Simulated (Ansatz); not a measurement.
The system is FeO (Wuestite).

```
CELL_PARAMETERS angstrom
1.51882 0.87689 2.51958
-1.51882 0.87689 2.51958
0.00000 -1.75378 2.51958
ATOMIC_POSITIONS crystal
Fe 0.00000 0.00000 0.00000
O 0.50000 0.50000 0.50000
```

| Property | Result |
| --- | --- |
| Program | Ansatz 0.2.0 |
| Task | relaxation of cell and atoms |
| Functional | HSE03 |
| Potentials or basis | Ansatz PAW |
| Cutoff | 420 eV (not typed: the program's choice for these potentials) |
| k mesh | 6 × 6 × 6 |
| Occupations | fermi-dirac, width 0.05 eV |
| Spin | collinear spin, ferromagnetic start |
| Starting moments | [3.0, 0.0] μB |

At the start: volume 10.07 Å³/atom.

Problem. Where does the relaxation end?

Solution. It ends after 7 steps and the volume is 9.75 Å³/atom (-3.1 %); space group Fm-3m (No. 225, to 0.05 Å); moment 4.00 μB per cell.

The path:
| step | energy change (eV) | largest force (eV/Å) | volume (Å³) |
| --- | --- | --- | --- |
| 1 | 0.0000 | 0.0000 | 20.13 |
| 2 | -0.0143 | 0.0000 | 19.74 |
| 3 | -0.0174 | 0.0000 | 19.50 |
| 4 | -0.0174 | 0.0000 | 19.51 |
| 5 | -0.0150 | 0.0000 | 19.51 |
| 6 | -0.0150 | 0.0000 | 19.51 |
| 7 | -0.0150 | 0.0000 | 19.51 |

Final structure:
```xyz
2
Lattice="1.5171 0.8759 2.4465 -1.5171 0.8759 2.4465 0.0000 -1.7518 2.4465" Properties=species:S:1:pos:R:3 pbc="T T T"
Fe    0.0000    0.0000    0.0000
O     0.0000    0.0000    3.6698
```

Caveat: the k mesh is coarse (spacing up to 0.42 Å⁻¹), so the values aren't converged, least of all with exact exchange; the magnetic or orbital state may not be the lowest; the plane-wave basis is chosen anew once the cell has moved, so the energies of steps on either side of that aren't comparable; the pressure holds a Pulay correction of +0.7 GPa for the finite cutoff; a cell with one magnetic atom can't hold antiferromagnetic order, which such compounds often take; the PAW data sets come from PBE, with cores solved anew for the run's functional, which leaves a small shift of forces and pressure.
